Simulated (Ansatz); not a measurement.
## Two-dimensional strain map in SnO

The calculation used DFT PBE, scalar-relativistic, plane waves, PAW (Ansatz 0.2.0). Settings: plane waves to 420 eV, k-mesh 10×10×8 (Γ-centred), Gaussian smearing 0.05 eV. No spin polarisation. Energies are free energies at this smearing, counted from the undisturbed cell; pressure is positive in compression.

The starting cell (relaxed at this level):

```
Sn O
1.0
     3.86817    0.00000    0.00000
     0.00000    3.86817    0.00000
     0.00000    0.00000    5.06728
Sn O
2 2
Direct
  0.00000 0.50000 0.22874
  0.50000 0.00000 0.77126
  0.00000 0.00000 0.00000
  0.50000 0.50000 0.00000
```

The cell is strained by p along both x and y and by q along z, fractional coordinates fixed. Points are written (p, q).

Energy above the undisturbed cell in meV/atom (a dash: not computed):

```
 p \ q  -0.030  -0.015  0.000  0.015  0.030
-0.030    43.7    32.6   24.6   19.5   17.4
-0.015    17.7    10.4    5.9    4.2    5.2
 0.000     5.4     1.4    0.0    1.2    5.0
 0.015     5.0     4.0    5.4    9.3   15.5
 0.030    15.3    17.0   20.9   27.0   35.4
```

Pressure in GPa:

```
 p \ q  -0.030  -0.015  0.000  0.015  0.030
-0.030     9.2     7.7    6.3    4.9    3.6
-0.015     5.4     4.1    2.9    1.7    0.6
 0.000     2.2     1.1    0.0   -1.0   -1.9
 0.015    -0.6    -1.5   -2.5   -3.3   -4.1
 0.030    -2.9    -3.8   -4.5   -5.3   -6.0
```

Gap on the k-mesh in eV:

```
 p \ q  -0.030  -0.015  0.000  0.015  0.030
-0.030    0.18    0.18   0.20   0.22   0.25
-0.015    0.34    0.34   0.35   0.36   0.38
 0.000    0.49    0.49   0.50   0.50   0.51
 0.015    0.63    0.63   0.63   0.63   0.64
 0.030    0.76    0.76   0.76   0.76   0.76
```

Cost: 25 runs of about 9.9 core-minutes in all, on Intel Xeon Processor @ 2.50GHz (Skylake/Cascade Lake) (shared hosts).